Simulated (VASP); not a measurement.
# Mn (P3_121) in VASP: a series of runs

Runs on Mn. Level: PBEsol. Tasks: single point, relaxation of cell and atoms.

Program: VASP 6.6.1. These are calculated values, not measurements. Logs are shortened: lines on timing, memory, paths and dates and some standing lists are left out, and cuts for length are marked.

## Step 1: The structure

The structure is trigonal, space group P3_121 (No. 152). Conventional cell: a = 3.436 Å, b = 3.436 Å, c = 3.898 Å, α = 90.00°, β = 90.00°, γ = 120.00°. Mn (site symmetry 2) is surrounded by 2 Mn at 1.87 Å.

The cell was built by a generator and needn't be a form met in nature.

## Step 2: Single point, PBEsol, collinear spin, typed start

INCAR reads:

```
SYSTEM = Mn
PREC     = Accurate       ! precision mode
ENCUT    = 520            ! plane-wave cutoff, eV
EDIFF    = 1E-7           ! SCF threshold, eV
ISMEAR   = 0              ! smearing method
SIGMA    = 0.1            ! smearing width, eV
LREAL    = .False.        ! projectors in reciprocal space
LASPH    = .True.         ! aspherical terms in the spheres
NELM     = 150            ! most SCF steps
ALGO     = Normal         ! electronic algorithm
ISIF     = 2              ! what is computed and relaxed
LWAVE    = .False.        ! write WAVECAR
LCHARG   = .False.        ! write CHGCAR
ISPIN    = 2              ! spin polarisation
MAGMOM   = 4 4 4          ! initial moments
LORBIT   = 11             ! projections on sites
LMAXMIX  = 4              ! l up to which the mixer works
GGA      = PS             ! functional
NBANDS   = 30             ! bands
```

KPOINTS reads:

```
regular mesh
0
Gamma
  6 6 6
  0 0 0
```

POSCAR reads:

```
Mn
1.0
    3.4358319153      0.0000000000      0.0000000000
   -1.7179159577      2.9755177218      0.0000000000
    0.0000000000      0.0000000000      3.8980663219
Mn
3
Direct
    0.2254000000      0.0000000000      0.3333333333
    0.0000000000      0.2254000000      0.6666666667
    0.7746000000      0.7746000000      0.0000000000
```

Potentials or basis: VASP PAW PBE potentials, release 64 (Mn_pv).

The run is started by

```sh
$ cat potpaw_PBE.64/Mn_pv/POTCAR > POTCAR
$ mpirun -np 1 vasp_std > vasp.out
```

OUTCAR:

```text
SYSTEM = Mn
   PREC = Accurate
   ENCUT = 520
   EDIFF = 1E-7
   ISMEAR = 0
   LREAL = .False.
   LASPH = .True.
   NELM = 150
   ISIF = 2
   ISPIN = 2
   LORBIT = 11
   GGA = PS

 ion  position               nearest neighbor table
   1  0.225  0.000  0.333-   3 1.87   2 1.87   3 2.70   3 2.70   2 2.70   2 2.70   2 2.92   3 2.92

   2  0.000  0.225  0.667-   3 1.87   1 1.87   3 2.70   3 2.70   1 2.70   1 2.70   1 2.92   3 2.92

   3  0.775  0.775  0.000-   1 1.87   2 1.87   2 2.70   1 2.70   1 2.70   2 2.70   1 2.92   2 2.92

  LATTYP: Found a hexagonal cell.
 ALAT       =     3.4358319153
 C/A-ratio  =     1.1345334749

  Lattice vectors:

 A1 = (   3.4358319153,   0.0000000000,   0.0000000000)
 A2 = (  -1.7179159577,   2.9755177218,   0.0000000000)
 A3 = (   0.0000000000,   0.0000000000,   3.8980663219)

Analysis of symmetry for initial positions (statically):
=====================================================================
 Subroutine PRICEL returns:
 Original cell was already a primitive cell.

 Routine SETGRP: Setting up the symmetry group for a
 hexagonal supercell.

 Subroutine GETGRP returns: Found  6 space group operations
 (whereof  2 operations were pure point group operations)
 out of a pool of 24 trial point group operations.

The static configuration has the point symmetry C_2 .
 The point group associated with its full space group is D_3 .

Analysis of symmetry for dynamics (positions and initial velocities):
=====================================================================
 Subroutine PRICEL returns:
 Original cell was already a primitive cell.

 Routine SETGRP: Setting up the symmetry group for a
 hexagonal supercell.

 Subroutine GETGRP returns: Found  6 space group operations
 (whereof  2 operations were pure point group operations)
 out of a pool of 24 trial point group operations.

The dynamic configuration has the point symmetry C_2 .
 The point group associated with its full space group is D_3 .

Analysis of structural, dynamic, and magnetic symmetry:
=====================================================================
 Subroutine PRICEL returns:
 Original cell was already a primitive cell.

 Routine SETGRP: Setting up the symmetry group for a
 hexagonal supercell.

 Subroutine GETGRP returns: Found  6 space group operations
 (whereof  2 operations were pure point group operations)
 out of a pool of 24 trial point group operations.

The overall configuration has the point symmetry C_2 .
 The point group associated with its full space group is D_3 .

 Subroutine INISYM returns: Found  6 space group operations
 (whereof  2 operations are pure point group operations),
 and found     1 'primitive' translations

----------------------------------------------------------------------------------------

                                     Primitive cell

  volume of cell :      39.8514

  direct lattice vectors                    reciprocal lattice vectors
     3.435831915  0.000000000  0.000000000     0.291050326  0.168037984  0.000000000
    -1.717915958  2.975517722  0.000000000     0.000000000  0.336075968  0.000000000
     0.000000000  0.000000000  3.898066322     0.000000000  0.000000000  0.256537452

  length of vectors
     3.435831915  3.435831915  3.898066322     0.336075968  0.336075968  0.256537452

  position of ions in fractional coordinates (direct lattice)
     0.225400000  0.000000000  0.333333333
     1.000000000  0.225400000  0.666666667
     0.774600000  0.774600000  0.000000000

  ion indices of the primitive-cell ions
   primitive index   ion index
                 1           1
                 2           2
                 3           3

----------------------------------------------------------------------------------------

 KPOINTS: regular mesh

Automatic generation of k-mesh.
 Grid dimensions read from file:
 generate k-points for:    6    6    6

 Generating k-lattice:

  Cartesian coordinates                     Fractional coordinates (reciprocal lattice)
     0.048508388  0.028006331  0.000000000     0.166666667  0.000000000  0.000000000
     0.000000000  0.056012661  0.000000000     0.000000000  0.166666667  0.000000000
     0.000000000  0.000000000  0.042756242     0.000000000  0.000000000  0.166666667

  Length of vectors
     0.056012661  0.056012661  0.042756242

  Shift w.r.t. Gamma in fractional coordinates (k-lattice)
     0.000000000  0.000000000  0.000000000

 Subroutine IBZKPT returns following result:
 ===========================================

 Found     34 irreducible k-points:

 Following reciprocal coordinates:
            Coordinates               Weight
  0.000000  0.000000  0.000000      1.000000
  0.166667  0.000000  0.000000      6.000000
  0.333333  0.000000  0.000000      6.000000
  0.500000  0.000000  0.000000      3.000000
  0.166667  0.166667  0.000000      6.000000
  0.333333  0.166667  0.000000     12.000000
[... 16 lines left out ...]
  0.500000  0.000000  0.333333      6.000000
  0.166667  0.166667  0.333333     12.000000
 [... further k-points ...]
   k-points           NKPTS =     34   k-points in BZ     NKDIM =     34   number of bands    NBANDS=     30
   number of dos      NEDOS =    301   number of ions     NIONS =      3
   total plane-waves  NPLWV =  23520
   dimension x,y,z NGX =    28 NGY =   28 NGZ =   30
   dimension x,y,z NGXF=    56 NGYF=   56 NGZF=   60
   ions per type =               3
   NGX,Y,Z   is equivalent  to a cutoff of  13.55, 13.55, 12.79 a.u.
   NGXF,Y,Z  is equivalent  to a cutoff of  27.10, 27.10, 25.59 a.u.
 SYSTEM =  Mn
   PREC   = accura    normal or accurate (medium, high low for compatibility)
   ISTART =      0    job   : 0-new  1-cont  2-samecut
   ICHARG =      2    charge: 1-file 2-atom 10-const
   ISPIN  =      2    spin polarized calculation?
   LNONCOLLINEAR =      F non collinear calculations
   LSORBIT =      F    spin-orbit coupling
   LASPH  =      T    aspherical Exc in radial PAW
   ENCUT  =  520.0 eV  38.22 Ry    6.18 a.u.   6.39  6.39  7.25*2*pi/ulx,y,z
   NELM   =    150;   NELMIN=  2; NELMDL= -5     # of ELM steps
   EDIFF  = 0.1E-06   stopping-criterion for ELM
   LREAL  =      F    real-space projection
   EDIFFG = 0.1E-05   stopping-criterion for IOM
   NSW    =      0    number of steps for IOM
   IBRION =     -1    ionic relax: 0-MD 1-quasi-New 2-CG
   NFREE  =      0    steps in history (QN), initial steepest desc. (CG)
   ISIF   =      2    stress and relaxation
   ISYM   =      2    0-nonsym 1-usesym 2-fastsym
   POTIM  = 0.5000    time-step for ionic-motion
   TEBEG  =    0.0;   TEEND  =   0.0 temperature during run
   PSTRESS=    0.0 pullay stress
   NELECT =      39.0000    total number of electrons
   NUPDOWN=      -1.0000    fix difference up-down
   EMIN   =  10.00;   EMAX   =-10.00  energy-range for DOS
   EFERMI =   0.00;   METHOD = LEGACY
   ISMEAR =     0;   SIGMA  =   0.10  broadening in eV -4-tet -1-fermi 0-gaus
   EFERMI_NEDOS =   21; number of points for ismear=-14 and -15
   IALGO  =     38    algorithm
   IMIX   =      4    mixing-type and parameters
     AMIX     =   0.40;   BMIX     =  1.00
     AMIX_MAG =   1.60;   BMIX_MAG =  1.00
  volume/ion in A,a.u.               =      13.28        89.64
  Fermi-wavevector in a.u.,A,eV,Ry     =   1.625356  3.071477 35.943624  2.641782
  Thomas-Fermi vector in A             =   2.718492
   LORBIT       =     11    0 simple, 1 ext, 2 COOP (PROOUT), +10 PAW based schemes
   GGA     = PS    functional components
   LHFCALC =     F    Hartree Fock is set to
   AEXX    =    0.0000 exact exchange contribution
   IVDW    =     0    specifies the selected vdW correction
   LEPSILON=     F    determine dielectric tensor
   LRPA    =     F    only Hartree local field effects (RPA)
 spin polarized calculation
 Gauss-broadening in eV      SIGMA  =   0.10
  energy-cutoff  :      520.00
  volume of cell :       39.85
 maximum number of plane-waves:      1107
 NGX is ok and might be reduce to    28
   NGX = 13   NGY = 13   NGZ = 15

 number of electron      39.0000000 magnetization      12.0000000

 number of electron      38.9999974 magnetization       1.3168691

 Free energy of the ion-electron system (eV)
  ---------------------------------------------------
  ext. energy  EPLUGINS =         0.00000000
  ---------------------------------------------------
  free energy    TOTEN  =       -24.07467359 eV

  energy without entropy =      -24.05081930  energy(sigma->0) =      -24.06274645

 E-fermi :   7.9760     XC(G=0): -12.6447

 val. band max:        7.9748009836   @ k =   0.0000   0.0000   0.3333
 cond. band min:       7.9901167218   @ k =   0.3333   0.3333   0.1667
 fundamental gap:      0.0153157382
 Fermi energy:         7.9760325703

 spin component 1

 k-point     1 :       0.0000    0.0000    0.0000
  band No.  band energies     occupation
      1     -41.4392      1.00000
      2     -41.4392      1.00000
      3     -41.0156      1.00000
      4     -40.0166      1.00000
      5     -40.0166      1.00000
      6     -39.9131      1.00000
[... 22 lines left out ...]
     29      19.5348      0.00000
     30      19.9852      0.00000

 k-point     2 :       0.1667    0.0000    0.0000
  band No.  band energies     occupation
      1     -41.4464      1.00000
      2     -41.4456      1.00000
      3     -41.0113      1.00000
      4     -40.0296      1.00000
      5     -40.0222      1.00000
      6     -39.9202      1.00000
[... 22 lines left out ...]
     29      17.4083      0.00000
     30      19.1752      0.00000

 k-point     3 :       0.3333    0.0000    0.0000
  band No.  band energies     occupation
      1     -41.4596      1.00000
      2     -41.4582      1.00000
      3     -41.0006      1.00000
      4     -40.0649      1.00000
      5     -40.0325      1.00000
      6     -39.9346      1.00000
[... 682 lines left out ...]
     29      15.8874      0.00000
     30      17.9847      0.00000

 k-point    24 :       0.1667    0.1667    0.3333
  band No.  band energies     occupation
      1     -41.5736      1.00000
      2     -41.2990      1.00000
      3     -41.1104      1.00000
      4     -40.0083      1.00000
      5     -39.9453      1.00000
      6     -39.8958      1.00000
[... 22 lines left out ...]
     29      17.5107      0.00000
     30      17.8567      0.00000

 [... further k-points ...]

 spin component 2

 k-point     1 :       0.0000    0.0000    0.0000
  band No.  band energies     occupation
      1     -41.0751      1.00000
      2     -41.0751      1.00000
      3     -40.6398      1.00000
      4     -39.4828      1.00000
      5     -39.4828      1.00000
      6     -39.3742      1.00000
[... 22 lines left out ...]
     29      19.7333      0.00000
     30      20.1776      0.00000

 k-point     2 :       0.1667    0.0000    0.0000
  band No.  band energies     occupation
      1     -41.0823      1.00000
      2     -41.0814      1.00000
      3     -40.6353      1.00000
      4     -39.5004      1.00000
      5     -39.4899      1.00000
      6     -39.3826      1.00000
[... 22 lines left out ...]
     29      17.6204      0.00000
     30      19.3704      0.00000

 k-point     3 :       0.3333    0.0000    0.0000
  band No.  band energies     occupation
      1     -41.0957      1.00000
      2     -41.0938      1.00000
      3     -40.6244      1.00000
      4     -39.5446      1.00000
      5     -39.5031      1.00000
      6     -39.3992      1.00000
[... 682 lines left out ...]
     29      16.0887      0.00000
     30      18.1750      0.00000

 k-point    24 :       0.1667    0.1667    0.3333
  band No.  band energies     occupation
      1     -41.2123      1.00000
      2     -40.9265      1.00000
      3     -40.7332      1.00000
      4     -39.4744      1.00000
      5     -39.4095      1.00000
      6     -39.3573      1.00000
[... 22 lines left out ...]
     29      17.7154      0.00000
     30      18.0559      0.00000

 [... further k-points ...]

------------------------ aborting loop because EDIFF is reached ----------------------------------------

  FORCE on cell =-STRESS in cart. coord.  units (eV):
  Direction    XX          YY          ZZ          XY          YZ          ZX
  --------------------------------------------------------------------------------------
  -------------------------------------------------------------------------------------
  Total        2.8120164      2.8120164      6.4270197     -0.0000000      0.0000000      0.0000000
  in kB      113.0536935    113.0536935    258.3904980     -0.0000000      0.0000000      0.0000000
  external PRESSURE =     161.4992950 kB  Pullay stress =       0.0000000 kB

 VOLUME and BASIS-vectors are now :
 -----------------------------------------------------------------------------
  energy-cutoff  :      520.00
  volume of cell :       39.85
      direct lattice vectors                 reciprocal lattice vectors
     3.435831915  0.000000000  0.000000000     0.291050326  0.168037984  0.000000000
    -1.717915958  2.975517722  0.000000000     0.000000000  0.336075968  0.000000000
     0.000000000  0.000000000  3.898066322     0.000000000  0.000000000  0.256537452

 POSITION                                       TOTAL-FORCE (eV/Angst)
 -----------------------------------------------------------------------------------
      0.77444      0.00000      1.29936         6.167952     -0.000000     -0.000000
     -0.38722      0.67068      2.59871        -3.083976      5.341603      0.000000
      1.33070      2.30484      0.00000        -3.083976     -5.341603      0.000000
 -----------------------------------------------------------------------------------
    total drift:                               -0.000001     -0.000002     -0.000000

  FREE ENERGIE OF THE ION-ELECTRON SYSTEM (eV)
  ---------------------------------------------------
  free  energy   TOTEN  =       -24.0746735884 eV

  energy  without entropy=      -24.0508193046  energy(sigma->0) =      -24.06274645

 total charge

# of ion       s       p       d       tot
------------------------------------------
    1        0.421   6.319   5.491  12.231
    2        0.421   6.319   5.491  12.231
    3        0.421   6.319   5.491  12.231
--------------------------------------------------
tot          1.262  18.958  16.473  36.693

 magnetization (x)

# of ion       s       p       d       tot
------------------------------------------
    1        0.010   0.013   0.401   0.423
    2        0.010   0.013   0.401   0.423
    3        0.010   0.013   0.401   0.423
--------------------------------------------------
tot          0.029   0.039   1.202   1.270
```

It took 40 s on 1 thread of Intel Xeon 6975P-C (Granite Rapids), shared host; peak memory 0.2 GiB.

Results:

- Free energy: -24.0747 eV
- Pressure: 16.1 GPa
- Largest force: 6.168 eV/Å
- Band gap on the k mesh: none (metal or under the smearing width)
- Net moment: 1.32 μB per cell
- Site moments: Mn +0.42 μB
- Valence electrons inside the program's atomic spheres: Mn 12.23

Forces in eV/Å, atoms in the order of the input:
```
Mn   6.168  0.000  0.000
Mn  -3.084  5.342  0.000
Mn  -3.084 -5.342  0.000
```

Caveat: so large a pressure means that the cell lies far from this level's equilibrium, or that cutoff or potentials fall short; the potentials were made for another functional, which shifts forces and pressure; the moment fell far below its start of 4 μB, so a state of higher moment may lie lower in energy.

[end of part 1 of 2]
